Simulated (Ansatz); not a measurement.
# Polymorphs of MgZn5O6

Method: DFT PBE, scalar-relativistic, plane waves, PAW in Ansatz 0.2.0. Settings: cutoff 420 eV, Γ-centred meshes spaced at most about 0.3 Å⁻¹ (2π included), Gaussian smearing. No spin polarisation.

Energies over the elements count from the elements' standard structures at the same level (O₂ as a molecule), with no fitted energy shifts.

Temperature and zero-point effects are left out. Only the structures computed here compete, so a lower one can exist. Kohn–Sham gaps at this level usually fall short of measured ones.

Invented guesses were relaxed alike, and ends that match in structure were merged. ΔE counts from the first row. Coordination counts O atoms around Mg and Zn (those within 1.25 times the shortest such distance or 1.15 times the sum of covalent radii, 1.27 where that leaves under three). The ends were matched against large subsets of the Crystallography Open Database and the Materials Project, so a missing match doesn't prove that a structure is unreported.

```json
{"#": "1", "reached from": "Mg and Zn ordered on zinc blende sites", "type and space group": "P-4m2 (No. 115)", "atoms": "12", "Å³/atom": "12.3", "coordination": "Mg 4, Zn 4", "ΔE (meV/atom)": "0", "gap on mesh (eV)": "0.96", "in databases": "no match", "checks": "no imaginary mode on a 2×2×1 q mesh"}
{"#": "2", "reached from": "Mg and Zn ordered on rock salt sites", "type and space group": "Cmmm (No. 65)", "atoms": "12", "Å³/atom": "10.1", "coordination": "Mg 6, Zn 6", "ΔE (meV/atom)": "106", "gap on mesh (eV)": "0.99", "in databases": "no match", "checks": "-"}
{"#": "3", "reached from": "Mg and Zn ordered on rock salt sites", "type and space group": "P4/mmm (No. 123)", "atoms": "12", "Å³/atom": "10.1", "coordination": "Mg 6, Zn 6", "ΔE (meV/atom)": "107", "gap on mesh (eV)": "1.00", "in databases": "no match", "checks": "-"}
```

The lowest: Space group P-4m2 (No. 115), tetragonal, a = 3.271 Å, c = 13.785 Å. Mg has 4 O at 1.99 Å; Zn on a site of symmetry 2mm is surrounded by 4 O at 2.00 Å; Zn on a site of symmetry -4m2 has 4 O at 2.00 Å; Zn on a second site of symmetry 2mm is surrounded by 4 O at 2.00 Å; O on its first site is surrounded by 4 Zn at 2.00 Å; 2 more sites not described. Its energy over the elements is −1.616 eV/atom. A negative formation energy is needed for stability but isn't enough: competing phases decide. An observed structure of this formula, if there is one, may be missing.

```xyz
12
Lattice="3.2709 0.0000 0.0000 0.0000 3.2709 0.0000 0.0000 0.0000 13.7852" Properties=species:S:1:pos:R:3 pbc="T T T"
Mg    0.0000    0.0000    6.8926
Zn    0.0000    0.0000   11.4816
Zn    1.6354    1.6354    0.0000
Zn    0.0000    0.0000    2.3035
Zn    1.6354    1.6354    4.6085
Zn    1.6354    1.6354    9.1767
O     1.6354    0.0000    1.1518
O     0.0000    1.6354    3.4548
O     1.6354    0.0000    5.7676
O     0.0000    1.6354    8.0176
O     1.6354    0.0000   10.3303
O     0.0000    1.6354   12.6334
```

The second: Space group Cmmm (No. 65), orthorhombic, a = 4.319 Å, b = 12.958 Å, c = 4.318 Å. Around Mg lie 6 O at 2.13–2.16 Å; Zn on a site of symmetry m2m is surrounded by 6 O at 2.16–2.17 Å; Zn on a second site of symmetry m2m is surrounded by 6 O at 2.15–2.16 Å; around O on a site of symmetry mmm lie 4 Zn at 2.16 Å and 2 Mg at 2.16 Å; 4 more sites not described. Counting O atoms around Mg and Zn, the first has Mg 4, Zn 4 and the second has Mg 6, Zn 6. Shaken at random and relaxed again, row 1 came back. Cells without such a test can be saddle points.

Space group Cmmm (No. 65). a = 4.319 Å, b = 12.958 Å, c = 4.318 Å, α = 90.00°, β = 90.00°, γ = 90.00°
| atom | site | symmetry | x | y | z |
| --- | --- | --- | --- | --- | --- |
| Mg | 2a | mmm | 0.0000 | 0.0000 | 0.0000 |
| Zn | 4i | m2m | 0.0000 | 0.3324 | 0.0000 |
| Zn | 4j | m2m | 0.5000 | 0.3335 | 0.5000 |
| Zn | 2c | mmm | 0.5000 | 0.0000 | 0.5000 |
| O | 2d | mmm | 0.0000 | 0.0000 | 0.5000 |
| O | 4j | m2m | 0.5000 | 0.1674 | 0.5000 |
| O | 2b | mmm | 0.5000 | 0.0000 | 0.0000 |
| O | 4i | m2m | 0.0000 | 0.1647 | 0.0000 |

Some candidate types were left out of the draw beforehand, so a known form may be missing.
